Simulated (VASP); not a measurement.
# Ga (C2/c) in VASP: notebook

Runs on Ga. Level: PBE. Tasks: single point.

Program: VASP 6.6.1. These are calculated values, not measurements. Logs are shortened: lines on timing, memory, paths and dates and some standing lists are left out, and cuts for length are marked.

### 1 Starting point

Symmetry: C2/c, No. 15, monoclinic system. The conventional cell has a = 2.766 Å, b = 8.053 Å, c = 3.332 Å, α = 90.00°, β = 92.02°, γ = 90.00°. Around Ga (site symmetry 2) lie 8 Ga at 2.69 to 2.92 Å.

This isn't the form of Ga at room conditions, which is orthorhombic.

### 2 Single point, PBE

The input, INCAR:

```
PREC = Accurate
ENCUT = 400
EDIFF = 1E-6
ISMEAR = 0
SIGMA = 0.15
LREAL = False
LASPH = True
NELM = 100
ALGO = Normal
ISIF = 2
LWAVE = False
LCHARG = False
GGA = PE
NBANDS = 20
ADDGRID = False
```

The input, KPOINTS:

```
regular mesh
0
Gamma
  6 6 5
```

The input, POSCAR:

```
Ga
1.0
    1.3830000000     -4.0265000000      0.0000000000
    1.3830000000      4.0265000000      0.0000000000
   -0.1174474948      0.0000000000      3.3299294416
Ga
2
Direct
    0.0863460000      0.8268100000      0.7848140000
    0.8777350000      0.1376800000      0.2531650000
```

Potentials or basis: VASP PAW PBE potentials, release 64 (Ga_d).

The run is started by

```console
> cat potpaw_PBE.64/Ga_d/POTCAR > POTCAR
> mpirun -np 1 vasp_std > vasp.out
```

OUTCAR:

```text
PREC = Accurate
   ENCUT = 400
   EDIFF = 1E-6
   ISMEAR = 0
   LREAL = False
   LASPH = True
   NELM = 100
   ISIF = 2
   GGA = PE

 Found     92 irreducible k-points:

 Following reciprocal coordinates:
            Coordinates               Weight
  0.000000  0.000000  0.000000      1.000000
  0.166667  0.000000  0.000000      2.000000
 -0.000000 -0.166667  0.000000      2.000000
  0.333333  0.000000  0.000000      2.000000
 -0.000000 -0.333333 -0.000000      2.000000
  0.500000 -0.000000  0.000000      1.000000
   k-points           NKPTS =     92   k-points in BZ     NKDIM =     92   number of bands    NBANDS=     20
   number of dos      NEDOS =    301   number of ions     NIONS =      2
   total plane-waves  NPLWV =  18816
   dimension x,y,z NGX =    28 NGY =   28 NGZ =   24
   dimension x,y,z NGXF=    56 NGYF=   56 NGZF=   48
   ions per type =               2
   NGX,Y,Z   is equivalent  to a cutoff of  10.93, 10.93, 11.97 a.u.
   NGXF,Y,Z  is equivalent  to a cutoff of  21.87, 21.87, 23.95 a.u.
 SYSTEM =  unknown system
   PREC   = accura    normal or accurate (medium, high low for compatibility)
   ISTART =      0    job   : 0-new  1-cont  2-samecut
   ICHARG =      2    charge: 1-file 2-atom 10-const
   ISPIN  =      1    spin polarized calculation?
   LNONCOLLINEAR =      F non collinear calculations
   LSORBIT =      F    spin-orbit coupling
   LASPH  =      T    aspherical Exc in radial PAW
   ENCUT  =  400.0 eV  29.40 Ry    5.42 a.u.   6.94  6.94  5.43*2*pi/ulx,y,z
   NELM   =    100;   NELMIN=  2; NELMDL= -5     # of ELM steps
   EDIFF  = 0.1E-05   stopping-criterion for ELM
[... 8 lines left out ...]
   TEBEG  =    0.0;   TEEND  =   0.0 temperature during run
   PSTRESS=    0.0 pullay stress
   NELECT =      26.0000    total number of electrons
   NUPDOWN=      -1.0000    fix difference up-down
   EMIN   =  10.00;   EMAX   =-10.00  energy-range for DOS
   EFERMI =   0.00;   METHOD = LEGACY
   ISMEAR =     0;   SIGMA  =   0.15  broadening in eV -4-tet -1-fermi 0-gaus
   EFERMI_NEDOS =   21; number of points for ismear=-14 and -15
   IALGO  =     38    algorithm
   IMIX   =      4    mixing-type and parameters
     AMIX     =   0.40;   BMIX     =  1.00
     AMIX_MAG =   1.60;   BMIX_MAG =  1.00
  volume/ion in A,a.u.               =      18.54       125.14
  Fermi-wavevector in a.u.,A,eV,Ry     =   1.454323  2.748273 28.777089  2.115056
  Thomas-Fermi vector in A             =   2.571487
   LORBIT       =      0    0 simple, 1 ext, 2 COOP (PROOUT), +10 PAW based schemes
   GGA     = PE    functional components
   LHFCALC =     F    Hartree Fock is set to
   AEXX    =    0.0000 exact exchange contribution
   IVDW    =     0    specifies the selected vdW correction
   LEPSILON=     F    determine dielectric tensor
   LRPA    =     F    only Hartree local field effects (RPA)
 non-spin polarized calculation
 Gauss-broadening in eV      SIGMA  =   0.15
  energy-cutoff  :      400.00
  volume of cell :       37.09
 maximum number of plane-waves:       687
   NGX = 13   NGY = 13   NGZ = 11

 number of electron      25.9999983 magnetization

 Free energy of the ion-electron system (eV)
  ---------------------------------------------------
  ext. energy  EPLUGINS =         0.00000000
  ---------------------------------------------------
  free energy    TOTEN  =        -5.72025898 eV

  energy without entropy =       -5.70787922  energy(sigma->0) =       -5.71406910

 E-fermi :   5.6047     XC(G=0): -11.0553

 val. band max:        5.6020638880   @ k =   0.3333   0.0000   0.4000
 cond. band min:       5.6758812985   @ k =   0.5000  -0.0000   0.0000
 fundamental gap:      0.0738174105
 Fermi energy:         5.6047008975

 k-point     1 :       0.0000    0.0000    0.0000
  band No.  band energies     occupation
      1      -9.5314      2.00000
      2      -9.5021      2.00000
      3      -9.4602      2.00000
      4      -9.4407      2.00000
      5      -9.1834      2.00000
      6      -9.1627      2.00000
[... 12 lines left out ...]
     19      16.5343      0.00000
     20      18.7229      0.00000

 k-point     2 :       0.1667    0.0000    0.0000
  band No.  band energies     occupation
      1      -9.5114      2.00000
      2      -9.4696      2.00000
      3      -9.4131      2.00000
      4      -9.3446      2.00000
      5      -9.2245      2.00000
      6      -9.2143      2.00000
[... 12 lines left out ...]
     19      16.8443      0.00000
     20      20.2850      0.00000

 k-point     3 :      -0.0000   -0.1667    0.0000
  band No.  band energies     occupation
      1      -9.5018      2.00000
      2      -9.4626      2.00000
      3      -9.4050      2.00000
      4      -9.3457      2.00000
      5      -9.2226      2.00000
      6      -9.2110      2.00000
[... 12 lines left out ...]
     19      16.9246      0.00000
     20      20.3334      0.00000

 k-point     4 :       0.3333    0.0000    0.0000
  band No.  band energies     occupation
      1      -9.4836      2.00000
      2      -9.4253      2.00000
      3      -9.3556      2.00000
      4      -9.3508      2.00000
      5      -9.3160      2.00000
      6      -9.2057      2.00000
[... 12 lines left out ...]
     19      17.2043      0.00000
     20      18.5637      0.00000

 k-point     5 :      -0.0000   -0.3333   -0.0000
  band No.  band energies     occupation
      1      -9.4450      2.00000
      2      -9.4031      2.00000
      3      -9.3469      2.00000
      4      -9.3128      2.00000
      5      -9.2838      2.00000
      6      -9.2239      2.00000
[... 12 lines left out ...]
     19      17.2237      0.00000
     20      18.6562      0.00000

 k-point     6 :       0.5000   -0.0000    0.0000
  band No.  band energies     occupation
      1      -9.4749      2.00000
      2      -9.4391      2.00000
      3      -9.3899      2.00000
      4      -9.3508      2.00000
      5      -9.3442      2.00000
      6      -9.2230      2.00000
[... 12 lines left out ...]
     19      16.3748      0.00000
     20      17.1153      0.00000

 [... further k-points ...]

------------------------ aborting loop because EDIFF is reached ----------------------------------------

  FORCE on cell =-STRESS in cart. coord.  units (eV):
  Direction    XX          YY          ZZ          XY          YZ          ZX
  --------------------------------------------------------------------------------------
  -------------------------------------------------------------------------------------
  Total        0.8901714      0.0856343      0.1804904      0.0123104      0.1072336      0.1349629
  in kB       38.4564585      3.6995048      7.7973995      0.5318258      4.6326196      5.8305566
  external PRESSURE =      16.6511209 kB  Pullay stress =       0.0000000 kB

 VOLUME and BASIS-vectors are now :
 -----------------------------------------------------------------------------
  energy-cutoff  :      400.00
  volume of cell :       37.09
      direct lattice vectors                 reciprocal lattice vectors
     1.383000000 -4.026500000  0.000000000     0.361532899 -0.124177325  0.012751361
     1.383000000  4.026500000  0.000000000     0.361532899  0.124177325  0.012751361
    -0.117447495  0.000000000  3.329929442     0.000000000  0.000000000  0.300306663

 POSITION                                       TOTAL-FORCE (eV/Angst)
 -----------------------------------------------------------------------------------
      1.17072      2.98148      2.61338        -0.000428     -0.233144     -0.191335
      1.37459     -2.97983      0.84302         0.000428      0.233144      0.191335
 -----------------------------------------------------------------------------------
    total drift:                               -0.000002      0.000020     -0.000020

  FREE ENERGIE OF THE ION-ELECTRON SYSTEM (eV)
  ---------------------------------------------------
  free  energy   TOTEN  =        -5.7202589765 eV

  energy  without entropy=       -5.7078792196  energy(sigma->0) =       -5.71406910
```

Wall time 40 s (1 thread of Intel Xeon Platinum 8259CL at 2.50GHz (Skylake/Cascade Lake), shared host); peak memory 0.17 GiB.

The run converged, but some of its settings lie outside the range that counts as converged, so its numbers aren't taken as properties of the crystal.

What came out:

```yaml
Free_energy: -5.7203 eV
Pressure: 1.7 GPa
Largest_force: 0.302 eV/Å
Band_gap_on_the_k_mesh: none (metal or under the smearing width)
```

Caveat: the k mesh is coarse (spacing up to 0.40 Å⁻¹), so the values aren't converged.

### 3 Single point, PBE

Changes to INCAR since step 2:

```diff
@@ -1,3 +1,3 @@
 PREC = Accurate
-ENCUT = 400
+ENCUT = 300
 EDIFF = 1E-6
```

The input, KPOINTS:

```
regular mesh
0
Gamma
  7 7 6
```

The input, POSCAR:

```
Ga
1.0
    1.3830000000     -4.0265000000      0.0000000000
    1.3830000000      4.0265000000      0.0000000000
   -0.1174474948      0.0000000000      3.3299294416
Ga
2
Direct
    0.1310000000      0.8690000000      0.7500000000
    0.8690000000      0.1310000000      0.2500000000
```

Potentials or basis: VASP PAW PBE potentials, release 64 (Ga_d).

The run is started by

```console
> cat potpaw_PBE.64/Ga_d/POTCAR > POTCAR
> mpirun -np 1 vasp_std > vasp.out
```

Wall time 24 s (1 thread of Intel Xeon Platinum 8259CL at 2.50GHz (Skylake/Cascade Lake), shared host); peak memory 0.14 GiB.

These settings aren't checked as converged: the numbers below hold their error.

Results:

| Quantity | Value |
| --- | --- |
| Free energy | -5.7373 eV |
| Largest force | 0.144 eV/Å |
| Band gap on the k mesh | none (metal or under the smearing width) |

Caveat: the cutoff is under 1.25 times the usual one of these potentials, so pressure, stress and relaxed cells hold a basis-set (Pulay) error.

### 4 Single point, PBE

INCAR is that of step 3.

KPOINTS is that of step 3.

The input, POSCAR:

```
Ga
1.0
    1.3830000000     -4.0265000000      0.0000000000
    1.3830000000      4.0265000000      0.0000000000
   -0.1174474948      0.0000000000      3.3299294416
Ga
2
Direct
    0.0863460000      0.8268100000      0.7848140000
    0.8777350000      0.1376800000      0.2531650000
```

The run is started by

```console
> cat potpaw_PBE.64/Ga_d/POTCAR > POTCAR
> mpirun -np 1 vasp_std > vasp.out
```

It took 27 s on 1 thread of Intel Xeon Platinum 8259CL at 2.50GHz (Skylake/Cascade Lake), shared host; peak memory 0.16 GiB.

These settings aren't checked as converged: the numbers below hold their error.

Results:

| Quantity | Value |
| --- | --- |
| Free energy | -5.7215 eV |
| Largest force | 0.318 eV/Å |
| Band gap on the k mesh | none (metal or under the smearing width) |

Caveat: the cutoff is under 1.25 times the usual one of these potentials, so pressure, stress and relaxed cells hold a basis-set (Pulay) error.

### 5 Single point, PBE

Changes to INCAR since step 4:

```diff
@@ -1,3 +1,3 @@
 PREC = Accurate
-ENCUT = 300
+ENCUT = 450
 EDIFF = 1E-6
```

The input, KPOINTS:

```
regular mesh
0
Gamma
  6 6 5
```

The input, POSCAR:

```
Ga
1.0
    1.3830000000     -4.0265000000      0.0000000000
    1.3830000000      4.0265000000      0.0000000000
   -0.1174474948      0.0000000000      3.3299294416
Ga
2
Direct
    0.1310000000      0.8690000000      0.7500000000
    0.8690000000      0.1310000000      0.2500000000
```

The run is started by

```console
> cat potpaw_PBE.64/Ga_d/POTCAR > POTCAR
> mpirun -np 1 vasp_std > vasp.out
```

Run time: 28 s. Hardware: 1 thread of Intel Xeon Platinum 8259CL at 2.50GHz (Skylake/Cascade Lake), shared host; peak memory 0.16 GiB.

The run converged, but some of its settings lie outside the range that counts as converged, so its numbers aren't taken as properties of the crystal.

Results:

```yaml
Free_energy: -5.7353 eV
Pressure: 1.7 GPa
Largest_force: 0.180 eV/Å
Band_gap_on_the_k_mesh: none (metal or under the smearing width)
```

Caveat: the k mesh is coarse (spacing up to 0.40 Å⁻¹), so the values aren't converged.

### 6 The reference run

An earlier run on the cell as given: functional PBE; potentials or basis VASP PAW PBE potentials, release 64 (Ga_d); cutoff 520 eV; k mesh 10 × 10 × 8; occupations fermi-dirac, width 0.05 eV; no spin polarisation.

- Pressure: 1.8 GPa
- Largest force: 0.203 eV/Å
- Band gap on the k mesh: none (metal or under the smearing width)
